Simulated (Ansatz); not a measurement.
## PbS: energy along a strain

PbS, Fm-3m, a = 5.930 Å (as given, not relaxed at this level: 1.4 GPa). Ansatz: r2SCAN, PAW, 500 eV, Γ-centred 8×8×8 mesh on 2 atoms, Gaussian smearing 0.05 eV; no spin polarisation. Cell vectors (Å): 0.000 2.965 2.965; 2.965 0.000 2.965; 2.965 2.965 0.000. The cell is strained by x per cent times the pattern (1 1 0 0 0 0) in the order xx yy zz yz xz xy (engineering shears), with fractional coordinates held. y is the free energy over the start, V0 = 26.066 Å³/atom.

```tsv
x (%)	y (meV/atom)
-4.00	69.34
-3.00	41.23
-2.00	20.80
-1.00	7.30
0.00	0.00
1.00	?
2.00	1.49
3.00	9.13
3.50	14.45
4.00	20.70
```

Question: Fit y = c1 x + c2 x² + c3 x³ to the other rows, get the stiffness along the pattern, and predict the missing energy.

Answer: Least squares on the rows shown. y = −4.4096 x + 2.8082 x² − 0.10456 x³. The clamped-ion stiffness p·C·p = 2 × 28.08 eV × 160.2 / 26.066 Å³ = 345 GPa (second derivative at the start, which stands under stress). At x = 1.00 the fit asked for gives -1.71 meV/atom. The run gave -1.74 meV/atom, so the fit is 0.03 meV/atom too high, within the rms miss on the fitted rows (0.08 meV/atom).

Spin–orbit coupling is left out, which can shift energies with elements as heavy as these.